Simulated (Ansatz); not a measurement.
Input of an Ansatz 0.2.0 run:

The input input.yaml:

```yaml
crystal:
  lattice:
    - [0.0, 1.78337, 1.78337]
    - [1.78337, 0.0, 1.78337]
    - [1.78337, 1.78337, 0.0]
  atoms:
    - { symbol: C, position: [0.75, 0.75, 0.75] }
    - { symbol: C, position: [0.5, 0.5, 0.5] }
hamiltonian:
  xc: { exchange: pbe, correlation: pbe, exx: { coeff: 0.25, omega: 0.4 } }
  pseudopotentials: { kind: paw }
kpoints:
  mp_grid: { grid: [7, 7, 7] }
scf:
  occupations: { method: fermi_dirac, width: 0.05 }
output:
  forces: true
  stress: true
  eigenvalues: true
```

Potentials or basis: Ansatz PAW.

Run with:

```bash
$ ansatz run input.yaml --threads 2 --pin off --max-ram 5632MiB --backend cpu --events-out ev --progress --plain --runs-dir out
```

Task: What does it give for the band gap on the k mesh?

Result: 4.99 eV, indirect (least direct gap 6.55 eV).

Task: Predict the pressure.

Result: -7.1 GPa.

Caveat: the k mesh is coarse (spacing up to 0.44 Å⁻¹), so the values aren't converged, least of all with exact exchange; odd divisions of the mesh miss points on the zone boundary, where band edges often lie, so the gap on the mesh can be too wide; the pressure holds a Pulay correction of +0.8 GPa for the finite cutoff; the PAW data sets come from PBE, with cores solved anew for the run's functional, which leaves a small shift of forces and pressure; the thresholds are loose for stress. A k mesh can miss the band edges.
